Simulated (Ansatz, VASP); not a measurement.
**ZnS: VASP beside Ansatz**

INCAR

```
SYSTEM = ZnS
PREC     = Accurate       ! precision mode
ENCUT    = 520            ! plane-wave cutoff, eV
EDIFF    = 1E-7           ! SCF threshold, eV
ISMEAR   = -1             ! smearing method
SIGMA    = 0.05           ! smearing width, eV
LREAL    = .False.        ! projectors in reciprocal space
LASPH    = .True.         ! aspherical terms in the spheres
NELM     = 60             ! most SCF steps
ALGO     = Normal         ! electronic algorithm
ISIF     = 2              ! what is computed and relaxed
LWAVE    = .False.        ! write WAVECAR
LCHARG   = .False.        ! write CHGCAR
GGA      = PS             ! functional
NBANDS   = 16             ! bands
```

The input KPOINTS:

```
regular mesh
0
Gamma
  9 9 9
  0 0 0
```

POSCAR

```
ZnS
1.0
    0.0000000000      2.7549938462      2.7549938462
    2.7549938462      0.0000000000      2.7549938462
    2.7549938462      2.7549938462      0.0000000000
Zn S
1 1
Direct
    0.7500000000      0.7500000000      0.7500000000
    0.0000000000      0.0000000000      0.0000000000
```

Contents of input.yaml:

```yaml
crystal:
  lattice:
    - [0.0, 2.7549938462, 2.7549938462]
    - [2.7549938462, 0.0, 2.7549938462]
    - [2.7549938462, 2.7549938462, 0.0]
  atoms:
    - { symbol: Zn, position: [0.75, 0.75, 0.75] }
    - { symbol: S, position: [0.0, 0.0, 0.0] }
hamiltonian:
  xc: pbesol
  pseudopotentials: { kind: paw }
kpoints:
  mp_grid: { grid: [9, 9, 9] }
scf:
  occupations: { method: fermi_dirac, width: 0.05 }
output:
  forces: true
  stress: true
  eigenvalues: true
  write_density: true
  write_potential: true
  elf: true
  volumetric_format: npy
```

Alike in both runs: task single point; functional PBEsol; k mesh 9 × 9 × 9; occupations fermi-dirac, width 0.05 eV; no spin polarisation.

|  | VASP | Ansatz |
| --- | --- | --- |
| version | VASP 6.6.1 | Ansatz 0.2.0 |
| potentials or method | VASP PAW PBE potentials, release 64 (Zn, S) | Ansatz PAW |
| plane-wave cutoff (eV) | 520 | 420 |
| valence electrons in the cell | 18 | 18 |

Ansatz gave:

```
gap on the k mesh at the Fermi level (eV) : 1.73
least direct gap on the mesh (eV)         : 1.73
pressure (GPa)                            : -5.5
```

**Question.** Which values does VASP return?

**Answer.** gap on the k mesh at the Fermi level (eV): 1.73; least direct gap on the mesh (eV): 1.73; pressure (GPa): -5.4.

The functional is the same, so the differences come from potentials, cutoffs and numerics.

Caveats: the PAW data sets were made with another functional, which shifts forces and pressure a little (VASP); odd divisions of the mesh miss points on the zone boundary, where band edges often lie, so the gap on the mesh can be too wide (Ansatz); the PAW data sets come from PBE, with cores solved anew for the run's functional, which leaves a small shift of forces and pressure (Ansatz). Expect the measured gap to be larger: semilocal functionals such as PBEsol lack the derivative discontinuity.
